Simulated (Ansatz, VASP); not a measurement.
**Si7H4C7 (armchair SiC ribbon N=7 H edges) in two plane-wave programs**

Aim: how closely do two programs agree when they are given the same cell, functional and k mesh? The structure shown is the start of the Ansatz relaxation below; VASP solves that cell, so the two are compared at the walk's first step.

Main program and level: Ansatz 0.2.0; plane waves, with VASP 6.6.1 beside it; single point at PBE.

## 1. The structure

The cell holds 18 atoms: 7 Si, 7 C and 4 H. Its edges and angles: a = 18.761 Å, b = 7.000 Å, c = 5.370 Å, α = 90.0°, β = 90.0°, γ = 90.0°. Vacuum lies along a and b. The structure's axis is c.

## 2. Ansatz: relaxation, PBE

Ansatz runs on its default PAW (the set named soft_2) files.

The two programs are compared at the cell with which this relaxation starts, whose forces are those of its first step.

Contents of input.yaml:

```yaml
crystal:
  lattice:
    - [18.761, 0.0, 0.0]
    - [0.0, 7.0, 0.0]
    - [0.0, 0.0, 5.37]
  atoms:
    - { symbol: Si, position: [0.252105755, 0.5, 0.0] }
    - { symbol: Si, position: [0.417361922, 0.5, 0.0] }
    - { symbol: Si, position: [0.582618089, 0.5, 0.0] }
    - { symbol: Si, position: [0.747874256, 0.5, 0.0] }
    - { symbol: C, position: [0.252105755, 0.5, 0.333333333] }
    - { symbol: C, position: [0.417361922, 0.5, 0.333333333] }
    - { symbol: C, position: [0.582618089, 0.5, 0.333333333] }
    - { symbol: C, position: [0.747874256, 0.5, 0.333333333] }
    - { symbol: H, position: [0.202713549, 0.5, 0.432960894] }
    - { symbol: H, position: [0.797266462, 0.5, 0.432960894] }
    - { symbol: Si, position: [0.334733839, 0.5, 0.5] }
    - { symbol: Si, position: [0.499990005, 0.5, 0.5] }
    - { symbol: Si, position: [0.665246172, 0.5, 0.5] }
    - { symbol: C, position: [0.334733839, 0.5, 0.833333333] }
    - { symbol: C, position: [0.499990005, 0.5, 0.833333333] }
    - { symbol: C, position: [0.665246172, 0.5, 0.833333333] }
    - { symbol: H, position: [0.18655722, 0.5, 0.867783985] }
    - { symbol: H, position: [0.813422791, 0.5, 0.867783985] }
kpoints:
  mp_grid: { grid: [1, 1, 15] }
scf:
  occupations: { method: fermi_dirac, width: 0.05 }
hamiltonian:
  xc: pbe
relax:
  cell: { fix: [a, b, alpha, beta, gamma] }
  max_steps: 45
  f_tol: 0.03
```

Started as:

```
$ ansatz run input.yaml --threads 4 --pin off --max-ram 16384MiB --backend cpu --events-out ev --progress --plain --runs-dir out
```

Numbers of over 12 decimals in the logs are rounded to 6 here.

The program printed:

```text
Engine: ansatz 0.2.0, aarch64-unknown-linux-gnu
Pseudopotentials: kind: paw
Pseudopotential: Si, paw, valence charge 4, recommended cutoff 420 eV (normal), Si.paw.azcp
Pseudopotential: C, paw, valence charge 4, recommended cutoff 420 eV (normal), C.paw.azcp
Pseudopotential: H, paw, valence charge 1, recommended cutoff 420 eV (normal), H.paw.azcp
Functional definition: PBE
  parameter kappa = 0.804
  parameter beta = 0.066725
  exchange = pbe_x(kappa = kappa, mu = beta*pi^2/3)
  correlation = pbe_c(beta = beta)
Crystal: 18 atoms, lattice volume = 705.226 Å³
Basis set: ecut = 420 eV, 13753 PW (Γ), exchange–correlation on 256×96×72 points (8 copies of the dense FFT grid, shifted against one another)
Bands: 48, of which v1, the nominal top of the filled ones, is band 30 counted from 1 (29 counted from 0)
Symmetry: 4 space group operations
Space group: Pmm2 (ITA 25), of the structure as read, at distance tolerance 8.9e-5 Å
k-points: 8 of 15 (time reversal used)
Non-local potential: Si, projectors of the file, l = 0: 2, l = 1: 2, l = 2: 2
Non-local potential: C, projectors of the file, l = 0: 2, l = 1: 2, l = 2: 1
Non-local potential: H, projectors of the file, l = 0: 2, l = 1: 1
PAW form: soft (Blöchl's): semilocal exchange-correlation on the pseudo side does not see the compensation charge
PAW one-centre angular grid: Si, 110 points (default); XC on 64 Gauss nodes
PAW one-centre angular grid: C, 110 points (default); XC on 64 Gauss nodes
PAW one-centre angular grid: H, 110 points (default); XC on 64 Gauss nodes
Initial density: superposition of atomic densities (neutral atoms: chi_scale 0, normalization atom), corrected by the library's trained network
Initial wavefunctions: pseudopotential atomic-orbital guess
Functional: x = pbe(κ = 0.804, μ = 0.219515), c = pbe(β = 0.066725)
SCF iter   1: F=—  HF=-6265.259355 eV  |F-HF|=—  |Δ(HF+E_count)|=         —  Δρ=1.88e-3  dr2=4.17e-2  ethr=1.77e-3  ⟨swp⟩=9.8  Hψ=2375  notcnv=0  defer=20
preconditioner: auto → Resta (q_TF=auto, 1.809 Å⁻¹)  ε∞=2.2  [insulator: Δε(μ)=2.271 eV  Ē_g=10.089 eV  σ=0.050 eV  W_gap=1.00  n_scr=76 (ndim 8)  ℏωp=10.8 eV  f_vac=0.556  D(μ)=0.00/eV (n_scr^D=0)  ε∞_Penn≈2.2  vacuum switching on, ρ_ref=7.4e-3 e/Å³]
SCF iter   2: F=—  HF=-6265.268843 eV  |F-HF|=—  |Δ(HF+E_count)|=   9.49e-3  Δρ=1.03e-3  dr2=9.50e-3  ethr=6.95e-5  ⟨swp⟩=2.6  Hψ=679  notcnv=0  defer=77
SCF iter   3: F=—  HF=-6265.274533 eV  |F-HF|=—  |Δ(HF+E_count)|=   5.69e-3  Δρ=4.56e-4  dr2=2.73e-3  ethr=1.58e-5  ⟨swp⟩=2.1  Hψ=594  notcnv=0  defer=77
SCF iter   4: F=—  HF=-6265.274822 eV  |F-HF|=—  |Δ(HF+E_count)|=   2.89e-4  Δρ=1.29e-4  dr2=1.68e-4  ethr=4.56e-6  ⟨swp⟩=2.1  Hψ=559  notcnv=0  defer=77
SCF iter   5: F=—  HF=-6265.274820 eV  |F-HF|=—  |Δ(HF+E_count)|=   2.15e-6  Δρ=5.24e-5  dr2=2.52e-5  ethr=2.80e-7  ⟨swp⟩=2.0  Hψ=534  notcnv=0  defer=77
SCF iter   6: F=—  HF=-6265.275425 eV  |F-HF|=—  |Δ(HF+E_count)|=   6.05e-4  Δρ=2.05e-5  dr2=6.75e-6  ethr=4.20e-8  ⟨swp⟩=2.4  Hψ=565  notcnv=0  defer=78
SCF iter   7: F=—  HF=-6265.275426 eV  |F-HF|=—  |Δ(HF+E_count)|=   7.12e-7  Δρ=5.83e-6  dr2=2.55e-7  ethr=1.12e-8  ⟨swp⟩=2.4  Hψ=479  notcnv=0  defer=78
SCF iter   8: F=-6265.275426 eV  HF=-6265.275426 eV  |F-HF|=7.44e-9  |Δ(HF+E_count)|=   2.79e-7  Δρ=2.44e-6  dr2=4.12e-8  ethr=1.67e-10  ⟨swp⟩=5.0  Hψ=1303  notcnv=0
SCF 1 converged in 8 iterations: F = -6265.275426 eV  dr2 = 4.12e-8
  greatest PAW one-centre occupation: 0.652 electrons in one spin orbital (limit 2), on the C atom at site 7 (counted from 0), in its partial waves of l = 0
relax step   1: F+E_penalty+E_count = -6265.27542626 eV  Δ(F+E_penalty+E_count) = +0.000e0 eV  max|allowed force component| = 1.892e0 eV/Å  Δτ_max = 0.0000 Å  P = +0.084 GPa  Ω = 705.226 Å³  fix = [a, b, alpha, beta, gamma]  reactions: a +0.274, b +0.325 GPa  (8 SCF iters, dr2 threshold 1.00e-7 eV, accepted)
[...]
relax step   3: F+E_penalty+E_count = -6265.47929678 eV  Δ(F+E_penalty+E_count) = -3.196e-2 eV  max|allowed force component| = 6.182e-2 eV/Å  Δτ_max = 0.0252 Å  P = +0.135 GPa  Ω = 707.502 Å³  energy of the carried Pulay correction = -9.630e-4 eV  fix = [a, b, alpha, beta, gamma]  reactions: a +0.033, b +0.314 GPa  (6 SCF iters, dr2 threshold 1.80e-6 eV, accepted)
[...]
relax step   4: F+E_penalty+E_count = -6265.47953241 eV  Δ(F+E_penalty+E_count) = -2.356e-4 eV  max|allowed force component| = 2.891e-2 eV/Å  Δτ_max = 0.0085 Å  P = +0.091 GPa  Ω = 707.691 Å³  energy of the carried Pulay correction = -1.043e-3 eV  fix = [a, b, alpha, beta, gamma]  reactions: a -0.025, b +0.314 GPa  (5 SCF iters, dr2 threshold 2.39e-7 eV, accepted)
[...]
relax step   5: F+E_penalty+E_count = -6265.48059830 eV  Δ(F+E_penalty+E_count) = -1.066e-3 eV  max|allowed force component| = 2.881e-2 eV/Å  Δτ_max = 0.0000 Å  P = +0.092 GPa  Ω = 707.691 Å³  fix = [a, b, alpha, beta, gamma]  reactions: a -0.027, b +0.316 GPa  stress off target by 1.29e-2 GPa on what of the cell is left free  SCF on the basis re-selected at this cell (its energy is not comparable with the rows above)  (6 SCF iters)
basis re-selected at this cell: Δ(F+E_penalty+E_count) = -1.066e-3 eV, ΔP = +0.001 GPa vs the last step (what re-selecting the basis moved, of the pressure what is left beyond the Pulay correction that the steps carried, after the strain that the cell walked since its last selection, with what the two solves' SCF thresholds leave and, on support functions, any second-order correction that the steps lacked; it is no measure of the basis error at this ecutwfc). The dense FFT grid was sized anew with the basis: this SCF ran on 128×48×40 points, the steps before it on 128×48×36, so part of this shift can come from that change (see relax.cell in the input reference). [rest of the remark cut]
SCF converged after 6 iterations
Free energy (F): -6265.480598 eV
Harris-Foulkes:  -6265.480598 eV  (|F-HF|=4.64e-9)
Internal energy: -6265.480598 eV  (E = F + TS)
E sigma→0 (E₀):  -6265.480598 eV
Fermi energy:    -0.635376 eV
--- Per-component energies (eV) ---
  E_band       = -444.244418
  E_kinetic    = 971.635070
  E_local      = -7808.194934  (includes V_loc(G=0)·N_el)
  E_nonlocal   = 376.243299
  E_hartree    = 3435.473573
  E_xc         = -757.716999
  E_vxc        = -788.136843  (∫ρ·V_xc dr)
  E_paw        = -4286.584365  (= ΣΔE_a)
  E_vpaw       = -66.733277  (= ΣTr[D̂ρ^β])
  E_aug_tail   = -0.005058  (compensation charges beyond the density's cutoff)
  E_ewald      = 1803.668814
  E_smearing   = -0.000000  (= −TS)
  E_closure    = 0.000000  (closes the sum)
  Σ components = -6265.480598   (vs F -6265.480598, Δ=0.00e0)
--- Forces (eV/Å), atoms counted from 1 ---
  atom   1  Si     0.00286703    -0.00000000     0.00089977
  atom   2  Si     0.00125016    -0.00000000     0.00328146
  atom   3  Si    -0.00125016     0.00000000     0.00328146
  atom   4  Si    -0.00286703     0.00000000     0.00089977
  atom   5  C     -0.00775271     0.00000000    -0.01543421
  atom   6  C      0.00066670    -0.00000000     0.00006544
  atom   7  C     -0.00066670     0.00000000     0.00006544
  atom   8  C      0.00775271    -0.00000000    -0.01543421
  atom   9  H     -0.00617256     0.00000000     0.00770724
  atom  10  H      0.00617256    -0.00000000     0.00770724
  atom  11  Si    -0.00073058     0.00000000    -0.00431539
  atom  12  Si     0.00000000     0.00000000    -0.00545437
  atom  13  Si     0.00073058    -0.00000000    -0.00431539
  atom  14  C     -0.01761959     0.00000000     0.00025184
  atom  15  C      0.00000000    -0.00000000     0.00163552
  atom  16  C      0.01761959    -0.00000000     0.00025184
  atom  17  H      0.02881369    -0.00000000     0.00945554
  atom  18  H     -0.02881369     0.00000000     0.00945554
  max |Σ_I F_I| component: 4.54e-6 eV/Å
--- Stress (GPa, compression-positive) ---
       -0.026531      -0.000000       0.000000
       -0.000000       0.315666      -0.000000
        0.000000      -0.000000      -0.012882
  P = ⅓ Tr σ = 0.0921 GPa (0.921 kbar)
--- Relaxed structure (4 steps of the walk, 4 accepted, 1 SCFs on fresh bases) ---
  F+E_penalty+E_count = -6265.48059830 eV   max|allowed force component| = 2.881e-2 eV/Å   (the final SCF, on the basis selected at the relaxed cell)
  cell:  # Å, volume = 707.6910 Å³
    - [18.761, 0.0, 0.0]
    - [0.0, 7.0, 0.0]
    - [0.0, 0.0, 5.388770]
  atoms:
    - { symbol: Si, position: [0.255351, 0.5, 0.00757588] }
    - { symbol: Si, position: [0.417888, 0.5, 0.000383054] }
    - { symbol: Si, position: [0.582112, 0.5, 0.000383054] }
    - { symbol: Si, position: [0.744649, 0.5, 0.00757588] }
    - { symbol: C, position: [0.253404, 0.5, 0.331223] }
    - { symbol: C, position: [0.417398, 0.5, 0.332805] }
    - { symbol: C, position: [0.582602, 0.5, 0.332805] }
    - { symbol: C, position: [0.746596, 0.5, 0.331223] }
    - { symbol: H, position: [0.202193, 0.5, 0.426946] }
    - { symbol: H, position: [0.797807, 0.5, 0.426946] }
    - { symbol: Si, position: [0.334693, 0.5, 0.499819] }
    - { symbol: Si, position: [0.500000, 0.5, 0.499725] }
    - { symbol: Si, position: [0.665307, 0.5, 0.499819] }
    - { symbol: C, position: [0.335530, 0.5, 0.832510] }
    - { symbol: C, position: [0.500000, 0.5, 0.832170] }
    - { symbol: C, position: [0.664470, 0.5, 0.832510] }
    - { symbol: H, position: [0.186211, 0.5, 0.870202] }
    - { symbol: H, position: [0.813789, 0.5, 0.870202] }
```

In the SCF lines HF is the Harris–Foulkes energy and dr2 the Hartree energy of the density residual, in eV; the loop may stop once dr2 is under the threshold and the program's other checks hold. Hψ counts applications of the Hamiltonian.

(Part 1 of 2 ends here.)

[Lines on the potential files, build, host, timing and source positions are cut from VASP's logs without a mark.]

[Logs are printed without paths, hosts, clocks, repeated set-up lines and the standing remarks that a program may print on its own settings, such as how far it seeks lower states.]

[Hosts, paths, dates, database ids (printed as entryN), source tags and the programs' standing remarks are cut or masked in the printed files.]
